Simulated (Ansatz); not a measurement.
**SiO2: what a change does to the field gradients**

Base: a Materials Project structure (computed, not necessarily an observed phase), its atoms then relaxed with PBE in this cell.

```yaml
crystal:
  lattice:
    - [7.08175, 0.00000, 0.00000]
    - [0.00000, 7.08175, 0.00000]
    - [0.00000, 0.00000, 7.08175]
  atoms:
    - { symbol: Si, position: [0.97713, 0.52287, 0.47713] }
    - { symbol: Si, position: [0.52287, 0.47713, 0.97713] }
    - { symbol: Si, position: [0.47713, 0.97713, 0.52287] }
    - { symbol: Si, position: [0.02287, 0.02287, 0.02287] }
    - { symbol: Si, position: [0.71418, 0.78582, 0.21418] }
    - { symbol: Si, position: [0.78582, 0.21418, 0.71418] }
    - { symbol: Si, position: [0.21418, 0.71418, 0.78582] }
    - { symbol: Si, position: [0.28582, 0.28582, 0.28582] }
    - { symbol: O, position: [0.86072, 0.33283, 0.53261] }
    - { symbol: O, position: [0.36072, 0.16717, 0.46739] }
    - { symbol: O, position: [0.13928, 0.83283, 0.96739] }
    - { symbol: O, position: [0.16717, 0.46739, 0.36072] }
    - { symbol: O, position: [0.96739, 0.13928, 0.83283] }
    - { symbol: O, position: [0.46739, 0.36072, 0.16717] }
    - { symbol: O, position: [0.33283, 0.53261, 0.86072] }
    - { symbol: O, position: [0.53261, 0.86072, 0.33283] }
    - { symbol: O, position: [0.15419, 0.15419, 0.15419] }
    - { symbol: O, position: [0.34581, 0.84581, 0.65419] }
    - { symbol: O, position: [0.65419, 0.34581, 0.84581] }
    - { symbol: O, position: [0.84581, 0.65419, 0.34581] }
    - { symbol: O, position: [0.63928, 0.66717, 0.03261] }
    - { symbol: O, position: [0.03261, 0.63928, 0.66717] }
    - { symbol: O, position: [0.66717, 0.03261, 0.63928] }
    - { symbol: O, position: [0.83283, 0.96739, 0.13928] }
```

Sites (sets of like atoms) are named by element and the number of their first atom in this list.

All values are calculated (Ansatz; DFT, PBE, plane waves and PAW (field gradients read without the response of the frozen cores, which leaves them typically 4 to 6 % off), scalar-relativistic, 420 eV cutoff, Γ-centred 3×3×3 k-points, Fermi–Dirac smearing 0.02 eV), not measured.

Task: Variant: atom 24 (O) moved by 0.15 Å along (0.150, 0.000, 0.000) Å. What happens to the gradients (10²¹ V/m²)?

Result: 

| site | atoms | V_zz base | η base | V_zz variant | η variant |
| --- | --- | --- | --- | --- | --- |
| Si2 | 2 | -0.15 | 0.00 | 0.21 | 0.89 |
| Si3 | 3 | -0.15 | 0.00 | -0.21 | 0.84 |
| Si4 | 4 | -0.15 | 0.00 | -2.54 | 0.05 |
| Si5 | 5 | 0.47 | 0.00 | 1.62 | 0.33 |
| Si7 | 7 | 0.47 | 0.00 | 0.55 | 0.42 |
| Si8 | 8 | 0.47 | 0.00 | 0.33 | 0.05 |
| O11 | 11 | 9.72 | 0.22 | 9.39 | 0.24 |
| O13 | 13 | 9.72 | 0.22 | 9.64 | 0.20 |
| O14 | 14 | 9.72 | 0.22 | 9.73 | 0.21 |
| O16 | 16 | 9.72 | 0.22 | 9.76 | 0.20 |
| O21 | 21 | 9.72 | 0.22 | 10.04 | 0.21 |
| O24 | 24 | 9.72 | 0.22 | 9.66 | 0.11 |
| O17 | 17 | 10.92 | 0.00 | 10.75 | 0.04 |
| O20 | 20 | 10.92 | 0.00 | 11.05 | 0.02 |

The largest change of V_zz along a kept axis is on O11, from 9.72 to 9.39. The whole tensor moves most on Si4, by 2.60 along its most changed direction. Small gradients that grow severalfold: Si5 (0.47 to 1.62), Si4 (-0.15 to -2.54). In per cent, |V_zz| changes by -3 to +3 on O (all sites that start above 0.5). Where |V_zz| stays above 0.1 and the axes keep their order, η moves most on Si3, from 0.00 to 0.84. On Si5, Si2, Si4 the largest principal value lies along another axis in the second run, so the two V_zz can't be compared directly. The table leaves out 10 of the 24 sites, with |V_zz| up to 10.93; their tensors move by 0.12 at most along any direction. The statements above cover all sites. The number of symmetry-distinct sites goes from 4 to 24.

For the variant: The atoms aren't relaxed after the move (largest force 7.2 eV/Å).
